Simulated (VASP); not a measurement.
## WSe2: relaxation of shape and atoms at fixed volume with LDA

The system is WSe2.

```xyz
6
Lattice="3.3189 0.0000 0.0000 -1.6595 2.8743 0.0000 0.0000 0.0000 13.0738" Properties=species:S:1:pos:R:3 pbc="T T T"
W     0.0000    1.9162    3.2684
W     1.6595    0.9581    9.8053
Se    0.0000    1.9162    8.1023
Se    1.6595    0.9581    1.5654
Se    0.0000    1.9162   11.5084
Se    1.6595    0.9581    4.9715
```

The cell isn't the ideal one: a relaxed cell with its volume scaled by 1.06.

| Property | Result |
| --- | --- |
| Program | VASP 6.6.1 |
| Task | relaxation of shape and atoms at fixed volume |
| Functional | LDA |
| Potentials or basis | VASP PAW LDA potentials, release 64 (W_sv, Se) |
| Cutoff | 600 eV |
| k mesh | 9 × 9 × 2 |
| Occupations | gaussian, width 0.03 eV |
| Spin | no spin polarisation |
| Further INCAR settings | ALGO = Normal; EDIFF = 1e-07; IBRION = 2; EDIFFG = -0.01; NSW = 40; ISIF = 4 |

* Energy gained by relaxing: 23.8 meV/atom
* Ionic steps: 8
* Pressure after relaxing: -1.4 GPa
* Band gap on the k mesh: 1.20 eV, indirect (least direct gap 1.60 eV)

Step by step:
| step | energy change (eV) | largest force (eV/Å) | pressure (GPa) |
| --- | --- | --- | --- |
| 1 | 0.0000 | 0.9125 | -7.81 |
| 2 | -0.0841 | 0.0894 | -4.18 |
| 3 | -0.0841 | 0.0946 | -4.20 |
| 4 | -0.1220 | 0.0375 | -3.05 |
| 5 | -0.1423 | 0.0565 | -1.02 |
| 6 | -0.1426 | 0.0475 | -1.23 |
| 7 | -0.1427 | 0.0375 | -1.60 |
| 8 | -0.1428 | 0.0005 | -1.43 |

Final structure:
```xyz
6
Lattice="3.2703 0.0000 0.0000 -1.6352 2.8322 0.0000 0.0000 0.0000 13.4656" Properties=species:S:1:pos:R:3 pbc="T T T"
W     0.0000    1.8881    3.3664
W     1.6352    0.9441   10.0992
Se    0.0000    1.8881    8.4320
Se    1.6352    0.9441    1.6992
Se    0.0000    1.8881   11.7664
Se    1.6352    0.9441    5.0336
```

Levels at points of the mesh, in eV from the valence-band top:
```
           k point  band 22  band 23  band 24  band 25  band 26  band 27  band 28  band 29  band 30  band 31
(0.00, 0.00, 0.00)    -1.38    -1.38    -1.27    -1.02     0.00     2.85     2.85     2.88     2.88     3.00
(0.00, 0.00, 0.50)    -1.39    -1.39    -1.39    -0.25    -0.25     2.86     2.86     2.86     2.86     3.07
```

Wall time 3.1 min on 2 MPI ranks on Intel(R) Xeon(R) Platinum 8488C (Sapphire Rapids) (shared host), peak memory 0.27 GiB a rank.

Caveat: spin-orbit coupling is left out, which moves the levels of the heavy elements; an odd mesh through Γ misses points on the zone boundary, where band edges often lie.
